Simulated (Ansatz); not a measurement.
# HgTe (Coloradoite) (F-43m) in Ansatz: further runs, part 2 of 2

Ansatz 0.2.0.

## 3. Single point, LDA, 31.22 Å³/atom (volume scaled by 0.94)

Contents of input.yaml:

```yaml
crystal:
  lattice:
    - [0.0, 3.1488795465, 3.1488795465]
    - [3.1488795465, 0.0, 3.1488795465]
    - [3.1488795465, 3.1488795465, 0.0]
  atoms:
    - { symbol: Hg, position: [0.0, 0.0, 0.0] }
    - { symbol: Te, position: [0.75, 0.75, 0.75] }
hamiltonian:
  xc: lda
  pseudopotentials: { kind: paw }
kpoints:
  mp_grid: { grid: [7, 7, 7] }
scf:
  occupations: { method: fermi_dirac, width: 0.05 }
output:
  forces: true
  stress: true
  eigenvalues: true
```

Potentials or basis: Ansatz PAW.

Started as:

```console
$ ansatz run input.yaml --threads 2 --pin off --max-ram 5632MiB --backend cpu --events-out ev --progress --plain --runs-dir out
```

Output:

```text
Warning: RAYON_NUM_THREADS=2 ignored (pool sized by the plan → 2); use --threads N
Engine: ansatz 0.2.0, x86_64-unknown-linux-gnu
Pseudopotentials: kind: paw
Pseudopotential: Hg, paw, valence charge 20, recommended cutoff 420 eV (normal), Hg.paw.azcp
Pseudopotential: Te, paw, valence charge 16, recommended cutoff 420 eV (normal), Te.paw.azcp
Functional definition: SPW92
  exchange = slater_x
  correlation = pw_c
Crystal: 2 atoms, lattice volume = 62.445 Å³
Basis set: ecut = 420 eV, 1243 PW (Γ)
Bands: 22, of which v1, the nominal top of the filled ones, is band 18 counted from 1 (17 counted from 0)
Symmetry: 24 space group operations
Space group: F-43m (ITA 216), of the structure as read, at distance tolerance 4.0e-5 Å
k-points: 20 of 343 (time reversal used)
Non-local potential: Hg, projectors of the file, l = 0: 3, l = 1: 2, l = 2: 2, l = 3: 1
Non-local potential: Te, projectors of the file, l = 0: 2, l = 1: 2, l = 2: 2, l = 3: 2
PAW form: soft (Blöchl's): semilocal exchange-correlation on the pseudo side does not see the compensation charge
PAW frozen core: Hg, regenerated for the run's functional, and the local potential with it (the file was generated under x = pbe(κ = 0.804, μ = 0.2195149727645171), c = pbe(β = 0.06672455060314922))
PAW frozen core: Te, regenerated for the run's functional, and the local potential with it (the file was generated under x = pbe(κ = 0.804, μ = 0.2195149727645171), c = pbe(β = 0.06672455060314922))
PAW one-centre angular grid: Hg, 590 points (default); XC on 64 Gauss nodes
PAW one-centre angular grid: Te, 590 points (default); XC on 64 Gauss nodes
Initial density: superposition of atomic densities (neutral atoms: chi_scale 0, normalization atom), corrected by the library's trained network
Initial wavefunctions: pseudopotential atomic-orbital guess
Functional: x = slater, c = lda
SCF iter   1: F=—  HF=-20349.840795 eV  |F-HF|=—  |Δ(HF+E_count)|=         —  Δρ=4.55e-3  dr2=7.81e-3  ethr=1.77e-3  ⟨swp⟩=6.0  Hψ=2082  notcnv=0
preconditioner: auto → none  [insulator: Δε(μ)=0.573 eV  Ē_g=10.894 eV  σ=0.050 eV  W_gap=0.68  n_scr=14 (ndim 8)  ℏωp=19.9 eV  f_vac=0.163  D(μ)=0.08/eV (n_scr^D=0)  ε∞_Penn≈4.3]
SCF iter   2: F=—  HF=-20349.838039 eV  |F-HF|=—  |Δ(HF+E_count)|=   2.76e-3  Δρ=1.94e-3  dr2=7.80e-4  ethr=2.17e-5  ⟨swp⟩=2.0  Hψ=951  notcnv=0
SCF iter   3: F=—  HF=-20349.838055 eV  |F-HF|=—  |Δ(HF+E_count)|=   1.64e-5  Δρ=6.59e-4  dr2=1.00e-4  ethr=2.17e-6  ⟨swp⟩=1.0  Hψ=440  notcnv=0
SCF iter   4: F=—  HF=-20349.838061 eV  |F-HF|=—  |Δ(HF+E_count)|=   5.95e-6  Δρ=5.92e-5  dr2=3.18e-6  ethr=2.79e-7  ⟨swp⟩=1.6  Hψ=534  notcnv=0
SCF iter   5: F=—  HF=-20349.838062 eV  |F-HF|=—  |Δ(HF+E_count)|=   4.37e-7  Δρ=1.78e-5  dr2=1.13e-7  ethr=8.84e-9  ⟨swp⟩=2.1  Hψ=637  notcnv=0
SCF iter   6: F=-20349.838062 eV  HF=-20349.838062 eV  |F-HF|=1.09e-11  |Δ(HF+E_count)|=   2.84e-8  Δρ=3.15e-6  dr2=3.06e-9  ethr=2.78e-10  ⟨swp⟩=5.5  Hψ=1703  notcnv=0
SCF 1 converged in 6 iterations: F = -20349.838062 eV  dr2 = 3.06e-9
SCF converged after 6 iterations
Free energy (F): -20349.838062 eV
Harris-Foulkes:  -20349.838062 eV  (|F-HF|=1.09e-11)
Internal energy: -20349.837430 eV  (E = F + TS)
E sigma→0 (E₀):  -20349.837746 eV
Entropy (-TS):   -0.000631 eV (-0.316 meV/atom)
Fermi energy:    9.765516 eV
--- Per-component energies (eV) ---
  E_band       = -748.182799
  E_kinetic    = 787.951937
  E_local      = -4646.769375  (includes V_loc(G=0)·N_el)
  E_nonlocal   = -224.681806
  E_hartree    = 2266.502075
  E_xc         = -343.791714
  E_vxc        = -368.184389  (∫ρ·V_xc dr)
  E_paw        = -14165.075763  (= ΣΔE_a)
  E_vpaw       = -829.505910  (= ΣTr[D̂ρ^β])
  E_aug_tail   = 0.000642  (compensation charges beyond the density's cutoff)
  E_ewald      = -4025.228181
  E_core_change = 1.254754  (= ΣΔE_core)
  E_smearing   = -0.000631  (= −TS)
  E_closure    = 0.000000  (closes the sum)
  Σ components = -20349.838062   (vs F -20349.838062, Δ=0.00e0)
--- Forces (eV/Å), atoms counted from 1 ---
  atom   1  Hg    -0.00000000    -0.00000000     0.00000000
  atom   2  Te     0.00000000    -0.00000000     0.00000000
  max |Σ_I F_I| component: 7.86e-17 eV/Å
--- Stress (GPa, compression-positive) ---
        3.649337      -0.000000      -0.000000
        0.000000       3.649337       0.000000
       -0.000000       0.000000       3.649337
  P = ⅓ Tr σ = 3.6493 GPa (36.493 kbar)
--- Band table (eV; the first three rows and the last of 20) ---
  k-point 0: bands = ["-105.7143", "-54.0208", "-54.0208", "-54.0208", "-27.1913", "-27.1913", "-27.1913", "-27.1784", "-27.1784", "-2.9482", "1.8928", "1.8928", "1.8928", "2.5266", "2.5266", "8.9933", "9.7279", "9.7279", "9.7279", "13.7696", "13.7696", "13.7696"]
  k-point 1: bands = ["-105.7143", "-54.0208", "-54.0208", "-54.0208", "-27.1914", "-27.1912", "-27.1912", "-27.1783", "-27.1783", "-2.8317", "1.9255", "1.9255", "1.9260", "2.5229", "2.5229", "7.5376", "9.4614", "9.4614", "10.4425", "13.7326", "14.1001", "14.1001"]
  k-point 2: bands = ["-105.7143", "-54.0209", "-54.0208", "-54.0208", "-27.1917", "-27.1911", "-27.1911", "-27.1782", "-27.1782", "-2.5521", "1.9915", "1.9915", "2.1145", "2.5270", "2.5270", "5.6244", "8.9613", "8.9613", "10.4721", "14.5561", "14.5561", "14.9487"]
  k-point 19: bands = ["-105.7143", "-54.0210", "-54.0209", "-54.0209", "-27.1919", "-27.1913", "-27.1906", "-27.1783", "-27.1778", "-2.0528", "2.1234", "2.2061", "2.4381", "2.5018", "3.1650", "3.7659", "6.3978", "7.2237", "12.5800", "14.0222", "15.3141", "16.1563"]
```

Run time: 0.93 s. Hardware: 2 threads of Intel Xeon 6975P-C (Granite Rapids), shared host; peak memory 0.37 GiB.

Results:

```
Free energy            : -20349.8381 eV
Pressure               : 3.6 GPa
Band gap on the k mesh : none (metal or under the smearing width)
```

Caveat: the PAW data sets come from PBE, with cores solved anew for the run's functional, which leaves a small shift of forces and pressure.

## 4. Single point, LDA, 31.89 Å³/atom (volume scaled by 0.96)

Changes to input.yaml since step 3:

```diff
@@ -2,5 +2,5 @@
   lattice:
-    - [0.0, 3.1488795465, 3.1488795465]
-    - [3.1488795465, 0.0, 3.1488795465]
-    - [3.1488795465, 3.1488795465, 0.0]
+    - [0.0, 3.1710554852, 3.1710554852]
+    - [3.1710554852, 0.0, 3.1710554852]
+    - [3.1710554852, 3.1710554852, 0.0]
   atoms:
```

Started as:

```console
$ ansatz run input.yaml --threads 2 --pin off --max-ram 5632MiB --backend cpu --events-out ev --progress --plain --runs-dir out
```

It took 0.9 s on 2 threads of Intel Xeon 6975P-C (Granite Rapids), shared host; peak memory 0.38 GiB.

It converged, with:

```
Free energy            : -20349.8628 eV
Pressure               : 2.3 GPa
Band gap on the k mesh : none (metal or under the smearing width)
```

Caveat: the PAW data sets come from PBE, with cores solved anew for the run's functional, which leaves a small shift of forces and pressure.

## 5. Single point, LDA, 32.55 Å³/atom (volume scaled by 0.98)

Changes to input.yaml since step 4:

```diff
@@ -2,5 +2,5 @@
   lattice:
-    - [0.0, 3.1710554852, 3.1710554852]
-    - [3.1710554852, 0.0, 3.1710554852]
-    - [3.1710554852, 3.1710554852, 0.0]
+    - [0.0, 3.1929255244, 3.1929255244]
+    - [3.1929255244, 0.0, 3.1929255244]
+    - [3.1929255244, 3.1929255244, 0.0]
   atoms:
@@ -19 +19,5 @@
   eigenvalues: true
+  write_density: true
+  write_potential: true
+  elf: true
+  volumetric_format: npy
```

Started as:

```console
$ ansatz run input.yaml --threads 2 --pin off --max-ram 5632MiB --backend cpu --events-out ev --progress --plain --runs-dir out
```

Wall time 1.2 s (2 threads of Intel Xeon 6975P-C (Granite Rapids), shared host); peak memory 0.39 GiB.

It converged, with:

| Property | Result |
| --- | --- |
| Free energy | -20349.8773 eV |
| Pressure | 1.2 GPa |
| Band gap on the k mesh | none (metal or under the smearing width) |

Caveat: the PAW data sets come from PBE, with cores solved anew for the run's functional, which leaves a small shift of forces and pressure.

## 6. Single point, LDA, 33.22 Å³/atom

Contents of input.yaml:

```yaml
crystal:
  lattice:
    - [0.0, 3.2145, 3.2145]
    - [3.2145, 0.0, 3.2145]
    - [3.2145, 3.2145, 0.0]
  atoms:
    - { symbol: Hg, position: [0.0, 0.0, 0.0] }
    - { symbol: Te, position: [0.75, 0.75, 0.75] }
hamiltonian:
  xc: lda
  pseudopotentials: { kind: paw }
kpoints:
  mp_grid: { grid: [7, 7, 7] }
scf:
  occupations: { method: fermi_dirac, width: 0.05 }
output:
  forces: true
  stress: true
  eigenvalues: true
```

Potentials or basis: Ansatz PAW.

Started as:

```console
$ ansatz run input.yaml --threads 2 --pin off --max-ram 5632MiB --backend cpu --events-out ev --progress --plain --runs-dir out
```

Wall time 0.94 s (2 threads of Intel Xeon 6975P-C (Granite Rapids), shared host); peak memory 0.39 GiB.

Results (log left out):

```yaml
Free_energy: -20349.8828 eV
Pressure: 0.2 GPa
Band_gap_on_the_k_mesh: none (metal or under the smearing width)
```

Caveat: the PAW data sets come from PBE, with cores solved anew for the run's functional, which leaves a small shift of forces and pressure.

## 7. Single point, LDA, 33.88 Å³/atom (volume scaled by 1.02)

Changes to input.yaml since step 6:

```diff
@@ -2,5 +2,5 @@
   lattice:
-    - [0.0, 3.2145, 3.2145]
-    - [3.2145, 0.0, 3.2145]
-    - [3.2145, 3.2145, 0.0]
+    - [0.0, 3.2357886999, 3.2357886999]
+    - [3.2357886999, 0.0, 3.2357886999]
+    - [3.2357886999, 3.2357886999, 0.0]
   atoms:
@@ -19 +19,5 @@
   eigenvalues: true
+  write_density: true
+  write_potential: true
+  elf: true
+  volumetric_format: npy
```

Started as:

```console
$ ansatz run input.yaml --threads 2 --pin off --max-ram 5632MiB --backend cpu --events-out ev --progress --plain --runs-dir out
```

It took 1.2 s on 2 threads of Intel Xeon 6975P-C (Granite Rapids), shared host; peak memory 0.39 GiB.

The run converged. Its results:

| Item | Value |
| --- | --- |
| Free energy | -20349.8803 eV |
| Pressure | -0.7 GPa |
| Band gap on the k mesh | none (metal or under the smearing width) |

Caveat: the PAW data sets come from PBE, with cores solved anew for the run's functional, which leaves a small shift of forces and pressure.

## 8. Single point, LDA, 34.54 Å³/atom (volume scaled by 1.04)

Contents of input.yaml:

```yaml
crystal:
  lattice:
    - [0.0, 3.2568009036, 3.2568009036]
    - [3.2568009036, 0.0, 3.2568009036]
    - [3.2568009036, 3.2568009036, 0.0]
  atoms:
    - { symbol: Hg, position: [0.0, 0.0, 0.0] }
    - { symbol: Te, position: [0.75, 0.75, 0.75] }
hamiltonian:
  xc: lda
  pseudopotentials: { kind: paw }
kpoints:
  mp_grid: { grid: [7, 7, 7] }
scf:
  occupations: { method: fermi_dirac, width: 0.05 }
output:
  forces: true
  stress: true
  eigenvalues: true
```

Started as:

```console
$ ansatz run input.yaml --threads 2 --pin off --max-ram 5632MiB --backend cpu --events-out ev --progress --plain --runs-dir out
```

Wall time 1 s (2 threads of Intel Xeon 6975P-C (Granite Rapids), shared host); peak memory 0.37 GiB.

Results (log left out):

- Free energy: -20349.8707 eV
- Pressure: -1.5 GPa
- Band gap on the k mesh: none (metal or under the smearing width)

Caveat: the PAW data sets come from PBE, with cores solved anew for the run's functional, which leaves a small shift of forces and pressure.

## 9. Single point, LDA, 35.21 Å³/atom (volume scaled by 1.06)

Changes to input.yaml since step 8:

```diff
@@ -2,5 +2,5 @@
   lattice:
-    - [0.0, 3.2568009036, 3.2568009036]
-    - [3.2568009036, 0.0, 3.2568009036]
-    - [3.2568009036, 3.2568009036, 0.0]
+    - [0.0, 3.2775454177, 3.2775454177]
+    - [3.2775454177, 0.0, 3.2775454177]
+    - [3.2775454177, 3.2775454177, 0.0]
   atoms:
```

Potentials or basis: Ansatz PAW.

Started as:

```console
$ ansatz run input.yaml --threads 2 --pin off --max-ram 5632MiB --backend cpu --events-out ev --progress --plain --runs-dir out
```

Run time: 0.89 s. Hardware: 2 threads of Intel Xeon 6975P-C (Granite Rapids), shared host; peak memory 0.39 GiB.

It converged, with:

```yaml
Free_energy: -20349.8549 eV
Pressure: -2.3 GPa
Band_gap_on_the_k_mesh: none (metal or under the smearing width)
```

Caveat: the PAW data sets come from PBE, with cores solved anew for the run's functional, which leaves a small shift of forces and pressure.

## 10. Equation of state, LDA

Potentials or basis: Ansatz PAW.

This step only gathers the single runs of the series.

Results:

| Quantity | Value |
| --- | --- |
| Equilibrium volume | 33.33 Å³/atom |
| Bulk modulus | 47 GPa |
| Pressure derivative of the bulk modulus | 5.2 |

Energy against volume, from the lowest point:
```
volume (Å³/atom)  energy (meV/atom)
          31.223              22.38
          31.887              10.01
          32.551               2.74
          33.215               0.00
          33.880               1.26
          34.544               6.05
          35.208              13.97
```

Spin-orbit coupling is left out, which matters for the levels of Hg, Te.

## 11. How close it comes

Step 10. Against the measured bulk modulus of HgTe, 43 GPa (a printed reference work, monograph), the calculated 47 GPa is off by +10.1 %. The fit is for a static lattice scaled at fixed shape and fixed fractional positions.
